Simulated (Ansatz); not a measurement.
The system is BAs.

```xyz
2
Lattice="0.0000 2.3885 2.3885 2.3885 0.0000 2.3885 2.3885 2.3885 0.0000" Properties=species:S:1:pos:R:3 pbc="T T T"
As    3.5827    3.5827    3.5827
B     0.0000    0.0000    0.0000
```

Base run:

- Program: Ansatz 0.2.0
- Functional: r2SCAN0
- Potentials or basis: Ansatz PAW
- Cutoff: 500 eV (not typed: the program's choice for these potentials)
- k mesh: 6 × 6 × 6
- Occupations: fermi-dirac, width 0.05 eV
- Spin: no spin polarisation

Its results: band gap on the k mesh 2.70 eV, indirect (least direct gap 4.84 eV); pressure -1.6 GPa.

Problem. The run is repeated on the same cell with these changes: k mesh from 6 × 6 × 6 to 5 × 5 × 5; spin from no spin polarisation to spin-orbit coupling, no magnetisation; potential files from those of the base run to others of the same set. What comes out?

Solution. Band gap on the k mesh 2.54 eV, indirect (least direct gap 4.64 eV); pressure -1.5 GPa.

Several settings changed at once, so the effect can't be laid on one alone.

Caveats: some runs use coarse meshes; the PAW data sets come from PBE, with cores solved anew for the run's functional, which leaves a small shift of forces and pressure; the thresholds are loose for stress; the k mesh misses the band edges, so the gap on the mesh is wider than the one along the path (some runs); odd divisions of the mesh miss points on the zone boundary, where band edges often lie, so the gap on the mesh can be too wide (some runs).
